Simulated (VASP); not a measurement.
# CdSe (Cadmoselite) (P6_3mc) in VASP: notebook

Aim: see how the results for CdSe (Cadmoselite) move with the level of theory and the settings. Levels: PBEsol, RPBE, PBE. Tasks: relaxation of cell and atoms.

All numbers are computed with VASP 6.6.1; they aren't measurements. Logs are shortened: lines on timing, memory, paths and dates and some standing lists are left out, and cuts for length are marked.

**1. Starting point**

It takes space group P6_3mc (No. 186, hexagonal). Conventional cell: a = 4.300 Å, b = 4.300 Å, c = 7.020 Å, α = 90.00°, β = 90.00°, γ = 120.00°. Cd (site symmetry 3m) has 4 Se at 2.61 to 2.70 Å as nearest neighbours. Se (site symmetry 3m) has 4 Cd at 2.61 to 2.70 Å as nearest neighbours.

**2. Relaxation of cell and atoms, PBEsol**

File INCAR:

```
SYSTEM = CdSe
ALGO     = Normal         ! electronic algorithm
EDIFF    = 1E-6           ! SCF threshold, eV
EDIFFG   = -0.01          ! ionic threshold
ENCUT    = 600            ! plane-wave cutoff, eV
GGA      = PS             ! functional
IBRION   = 2              ! ionic algorithm
ISIF     = 3              ! what is computed and relaxed
ISMEAR   = 0              ! smearing method
KPAR     = 2            
LASPH    = .True.         ! aspherical terms in the spheres
LCHARG   = .False.        ! write CHGCAR
LREAL    = .False.        ! projectors in reciprocal space
LWAVE    = .False.        ! write WAVECAR
NELM     = 80             ! most SCF steps
NSW      = 90             ! ionic steps
PREC     = Accurate       ! precision mode
SIGMA    = 0.03           ! smearing width, eV
```

File KPOINTS:

```
k-points
0
Gamma
  9 9 4
  0 0 0
```

File POSCAR:

```
CdSe
1.0
    4.3000000000      0.0000000000      0.0000000000
   -2.1500000000      3.7239092363      0.0000000000
    0.0000000000      0.0000000000      7.0200000000
Cd Se
2 2
Direct
    0.3333333333      0.6666666667      0.0000000000
    0.6666666667      0.3333333333      0.5000000000
    0.3333333333      0.6666666667      0.3850000000
    0.6666666667      0.3333333333      0.8850000000
```

Potentials or basis: VASP PAW PBE potentials, release 64 (Cd, Se).

The run is started by

```
$ cat potpaw_PBE.64/Cd/POTCAR potpaw_PBE.64/Se/POTCAR > POTCAR
$ mpirun -np 2 vasp_std > vasp.out
```

OUTCAR:

```text
SYSTEM = CdSe
   EDIFF = 1E-6
   EDIFFG = -0.01
   ENCUT = 600
   GGA = PS
   IBRION = 2
   ISIF = 3
   ISMEAR = 0
   LASPH = .True.
   LREAL = .False.
   NELM = 80
   NSW = 90
   PREC = Accurate

 ion  position               nearest neighbor table
   1  0.333  0.667  0.000-   4 2.61   4 2.61   4 2.61   3 2.70
   2  0.667  0.333  0.500-   3 2.61   3 2.61   3 2.61   4 2.70
   3  0.333  0.667  0.385-   2 2.61   2 2.61   2 2.61   1 2.70
   4  0.667  0.333  0.885-   1 2.61   1 2.61   1 2.61   2 2.70

  LATTYP: Found a hexagonal cell.
 ALAT       =     4.3000000000
 C/A-ratio  =     1.6325581395

  Lattice vectors:

 A1 = (   4.3000000000,   0.0000000000,   0.0000000000)
 A2 = (  -2.1500000000,   3.7239092363,   0.0000000000)
 A3 = (   0.0000000000,   0.0000000000,   7.0200000000)

Analysis of symmetry for initial positions (statically):
=====================================================================
 Subroutine PRICEL returns:
 Original cell was already a primitive cell.

 Routine SETGRP: Setting up the symmetry group for a
 hexagonal supercell.

 Subroutine GETGRP returns: Found 12 space group operations
 (whereof  6 operations were pure point group operations)
 out of a pool of 24 trial point group operations.

The static configuration has the point symmetry C_3v.
 The point group associated with its full space group is C_6v.

Analysis of symmetry for dynamics (positions and initial velocities):
=====================================================================
 Subroutine PRICEL returns:
 Original cell was already a primitive cell.

 Routine SETGRP: Setting up the symmetry group for a
 hexagonal supercell.

 Subroutine GETGRP returns: Found 12 space group operations
 (whereof  6 operations were pure point group operations)
 out of a pool of 24 trial point group operations.

The dynamic configuration has the point symmetry C_3v.
 The point group associated with its full space group is C_6v.

 Subroutine INISYM returns: Found 12 space group operations
 (whereof  6 operations are pure point group operations),
 and found     1 'primitive' translations

----------------------------------------------------------------------------------------

                                     Primitive cell

  volume of cell :     112.4099

  direct lattice vectors                    reciprocal lattice vectors
     4.300000000  0.000000000  0.000000000     0.232558140  0.134267504  0.000000000
    -2.150000000  3.723909236  0.000000000     0.000000000  0.268535009  0.000000000
     0.000000000  0.000000000  7.020000000     0.000000000  0.000000000  0.142450142

  length of vectors
     4.300000000  4.300000000  7.020000000     0.268535009  0.268535009  0.142450142

  position of ions in fractional coordinates (direct lattice)
     0.333333333  0.666666667  0.000000000
     0.666666667  0.333333333  0.500000000
     0.333333333  0.666666667  0.385000000
     0.666666667  0.333333333  0.885000000

  ion indices of the primitive-cell ions
   primitive index   ion index
                 1           1
                 2           2
                 3           3
                 4           4

----------------------------------------------------------------------------------------

 KPOINTS: k-points

Automatic generation of k-mesh.
 Grid dimensions read from file:
 generate k-points for:    9    9    4

 Generating k-lattice:

  Cartesian coordinates                     Fractional coordinates (reciprocal lattice)
     0.025839793  0.014918612  0.000000000     0.111111111  0.000000000  0.000000000
     0.000000000  0.029837223  0.000000000     0.000000000  0.111111111  0.000000000
     0.000000000  0.000000000  0.035612536     0.000000000  0.000000000  0.250000000

  Length of vectors
     0.029837223  0.029837223  0.035612536

  Shift w.r.t. Gamma in fractional coordinates (k-lattice)
     0.000000000  0.000000000  0.000000000

 Subroutine IBZKPT returns following result:
 ===========================================

 Found     36 irreducible k-points:

 Following reciprocal coordinates:
            Coordinates               Weight
  0.000000  0.000000  0.000000      1.000000
  0.111111 -0.000000  0.000000      6.000000
  0.222222  0.000000  0.000000      6.000000
  0.333333 -0.000000  0.000000      6.000000
  0.444444  0.000000  0.000000      6.000000
  0.111111  0.111111  0.000000      6.000000
[... 16 lines left out ...]
  0.333333  0.222222  0.250000     24.000000
  0.333333  0.333333  0.250000      4.000000
 [... further k-points ...]
   k-points           NKPTS =     36   k-points in BZ     NKDIM =     36   number of bands    NBANDS=     22
   number of dos      NEDOS =    301   number of ions     NIONS =      4
   total plane-waves  NPLWV =  72576
   dimension x,y,z NGX =    36 NGY =   36 NGZ =   56
   dimension x,y,z NGXF=    72 NGYF=   72 NGZF=  112
   ions per type =               2   2
   NGX,Y,Z   is equivalent  to a cutoff of  13.92, 13.92, 13.26 a.u.
   NGXF,Y,Z  is equivalent  to a cutoff of  27.84, 27.84, 26.52 a.u.
 SYSTEM =  CdSe
   PREC   = accura    normal or accurate (medium, high low for compatibility)
   ISTART =      0    job   : 0-new  1-cont  2-samecut
   ICHARG =      2    charge: 1-file 2-atom 10-const
   ISPIN  =      1    spin polarized calculation?
   LNONCOLLINEAR =      F non collinear calculations
   LSORBIT =      F    spin-orbit coupling
   LASPH  =      T    aspherical Exc in radial PAW
   ENCUT  =  600.0 eV  44.10 Ry    6.64 a.u.   8.59  8.59 14.02*2*pi/ulx,y,z
   NELM   =     80;   NELMIN=  2; NELMDL= -5     # of ELM steps
   EDIFF  = 0.1E-05   stopping-criterion for ELM
   LREAL  =      F    real-space projection
   EDIFFG = -.1E-01   stopping-criterion for IOM
   NSW    =     90    number of steps for IOM
   IBRION =      2    ionic relax: 0-MD 1-quasi-New 2-CG
   NFREE  =      1    steps in history (QN), initial steepest desc. (CG)
   ISIF   =      3    stress and relaxation
   ISYM   =      2    0-nonsym 1-usesym 2-fastsym
   POTIM  = 0.5000    time-step for ionic-motion
   TEBEG  =    0.0;   TEEND  =   0.0 temperature during run
   PSTRESS=    0.0 pullay stress
   NELECT =      36.0000    total number of electrons
   NUPDOWN=      -1.0000    fix difference up-down
   EMIN   =  10.00;   EMAX   =-10.00  energy-range for DOS
   EFERMI =   0.00;   METHOD = LEGACY
   ISMEAR =     0;   SIGMA  =   0.03  broadening in eV -4-tet -1-fermi 0-gaus
   EFERMI_NEDOS =   21; number of points for ismear=-14 and -15
   IALGO  =     38    algorithm
   IMIX   =      4    mixing-type and parameters
     AMIX     =   0.40;   BMIX     =  1.00
     AMIX_MAG =   1.60;   BMIX_MAG =  1.00
  volume/ion in A,a.u.               =      28.10       189.64
  Fermi-wavevector in a.u.,A,eV,Ry     =   1.120059  2.116604 17.068937  1.254531
  Thomas-Fermi vector in A             =   2.256702
   LORBIT       =      0    0 simple, 1 ext, 2 COOP (PROOUT), +10 PAW based schemes
   GGA     = PS    functional components
   LHFCALC =     F    Hartree Fock is set to
   AEXX    =    0.0000 exact exchange contribution
   IVDW    =     0    specifies the selected vdW correction
   LEPSILON=     F    determine dielectric tensor
   LRPA    =     F    only Hartree local field effects (RPA)
 conjugate gradient relaxation of ions
 non-spin polarized calculation
 Gauss-broadening in eV      SIGMA  =   0.03
  energy-cutoff  :      600.00
  volume of cell :      112.41
 maximum number of plane-waves:      3791
 NGX is ok and might be reduce to    36
   NGX = 17   NGY = 17   NGZ = 29

--------------------------------------- Ionic step        1  -------------------------------------------

 number of electron      35.9999991 magnetization

 Free energy of the ion-electron system (eV)
  ---------------------------------------------------
  ext. energy  EPLUGINS =         0.00000000
  ---------------------------------------------------
  free energy    TOTEN  =       -12.33226954 eV

  energy without entropy =      -12.33226954  energy(sigma->0) =      -12.33226954

------------------------ aborting loop because EDIFF is reached ----------------------------------------

  FORCE on cell =-STRESS in cart. coord.  units (eV):
  Direction    XX          YY          ZZ          XY          YZ          ZX
  --------------------------------------------------------------------------------------
  -------------------------------------------------------------------------------------
  Total        0.7590133      0.7590133     -0.5705891      0.0000000      0.0000000      0.0000000
  in kB       10.8182072     10.8182072     -8.1326001      0.0000000      0.0000000      0.0000000
  external PRESSURE =       4.5012714 kB  Pullay stress =       0.0000000 kB
[... 95 lines left out ...]
  FREE ENERGIE OF THE ION-ELECTRON SYSTEM (eV)
  ---------------------------------------------------
  free  energy   TOTEN  =       -12.3481584763 eV

  energy  without entropy=      -12.3481584763  energy(sigma->0) =      -12.34815848

[... ionic steps 4 to 7 ...]

--------------------------------------- Ionic step        8  -------------------------------------------

 number of electron      35.9999999 magnetization

------------------------ aborting loop because EDIFF is reached ----------------------------------------

  FORCE on cell =-STRESS in cart. coord.  units (eV):
  Direction    XX          YY          ZZ          XY          YZ          ZX
  --------------------------------------------------------------------------------------
  -------------------------------------------------------------------------------------
  Total        0.0667304      0.0667304      0.0283694      0.0000000      0.0000000      0.0000000
  in kB        0.9461773      0.9461773      0.4022528      0.0000000      0.0000000      0.0000000
  external PRESSURE =       0.7648692 kB  Pullay stress =       0.0000000 kB
[... 61 lines left out ...]
  energy  without entropy=      -12.3520047841  energy(sigma->0) =      -12.35200478

--------------------------------------- Ionic step       10  -------------------------------------------

 number of electron      35.9999999 magnetization

 Free energy of the ion-electron system (eV)
  ---------------------------------------------------
  ext. energy  EPLUGINS =         0.00000000
  ---------------------------------------------------
  free energy    TOTEN  =       -12.35203685 eV

  energy without entropy =      -12.35203685  energy(sigma->0) =      -12.35203685

 E-fermi :   0.9112     XC(G=0):  -9.0651

 val. band max:        0.7716929393   @ k =   0.0000   0.0000   0.0000
 cond. band min:       1.2999508200   @ k =   0.0000   0.0000   0.0000
 fundamental gap:      0.5282578807
 Fermi energy:         0.9111941519

 k-point     1 :       0.0000    0.0000    0.0000
  band No.  band energies     occupation
      1     -11.8278      2.00000
      2     -11.4478      2.00000
      3      -7.1169      2.00000
      4      -7.1102      2.00000
      5      -7.1102      2.00000
      6      -7.0427      2.00000
[... 574 lines left out ...]
      6      -6.8943      2.00000
[... 14 lines left out ...]
     21       5.3505      0.00000
     22       7.1062      0.00000

 [... further k-points ...]

------------------------ aborting loop because EDIFF is reached ----------------------------------------

  FORCE on cell =-STRESS in cart. coord.  units (eV):
  Direction    XX          YY          ZZ          XY          YZ          ZX
  --------------------------------------------------------------------------------------
  -------------------------------------------------------------------------------------
  Total        0.0102938      0.0102938      0.0083825      0.0000000      0.0000000      0.0000000
  in kB        0.1457428      0.1457428      0.1186827      0.0000000      0.0000000      0.0000000
  external PRESSURE =       0.1367228 kB  Pullay stress =       0.0000000 kB
[... 19 lines left out ...]
  FREE ENERGIE OF THE ION-ELECTRON SYSTEM (eV)
  ---------------------------------------------------
  free  energy   TOTEN  =       -12.3520368488 eV

  energy  without entropy=      -12.3520368488  energy(sigma->0) =      -12.35203685

 reached required accuracy - stopping structural energy minimisation
```

It took 2.7 min on 2 MPI ranks of Intel Xeon 6975P-C (Granite Rapids), shared host; peak memory 0.32 GiB.

What came out:

- Free energy: -12.3520 eV
- Relaxed volume: 28.29 Å³/atom
- Relaxed cell: a = 4.310 Å, b = 4.310 Å, c = 7.035 Å, α = 90.00°, β = 90.00°, γ = 120.00°
- Space group after relaxing (to 0.05 Å): P6_3mc (No. 186)
- Energy gained by relaxing: 4.9 meV/atom
- Ionic steps: 10
- Pressure after relaxing: 0.0 GPa
- Band gap on the k mesh: 0.53 eV, direct

Step by step:
```
step  energy change (eV)  largest force (eV/Å)  pressure (GPa)  volume (Å³)
   1              0.0000                0.2741            0.45       112.41
   2             -0.0159                0.0637           -0.25       113.69
   3             -0.0159                0.0681           -0.24       113.67
   4             -0.0172                0.0376            0.04       113.06
   5             -0.0174                0.0227            0.18       112.78
   6             -0.0185                0.0178            0.16       112.85
   7             -0.0197                0.0040            0.08       113.00
   8             -0.0197                0.0047            0.08       113.00
   9             -0.0197                0.0031           -0.06       113.31
  10             -0.0198                0.0005            0.01       113.16
```

Final structure:
```yaml
crystal:
  lattice:
    - [4.30969, 0.00000, 0.00000]
    - [-2.15484, 3.73230, 0.00000]
    - [0.00000, 0.00000, 7.03519]
  atoms:
    - { symbol: Cd, position: [0.33333, 0.66667, 0.00467] }
    - { symbol: Cd, position: [0.66667, 0.33333, 0.50467] }
    - { symbol: Se, position: [0.33333, 0.66667, 0.38033] }
    - { symbol: Se, position: [0.66667, 0.33333, 0.88033] }
```

Levels at points of the mesh, in eV from the valence-band top:
```
           k point  band 15  band 16  band 17  band 18  band 19  band 20  band 21  band 22
(0.00, 0.00, 0.00)    -0.77    -0.05     0.00     0.00     0.53     2.09     5.78     5.78
(0.00, 0.00, 0.50)    -0.40    -0.40    -0.40    -0.40     2.27     2.27     5.74     5.74
```

Caveat: the PAW data sets were made with another functional, which shifts forces and pressure a little.

(Continued in part 2 of 2.)
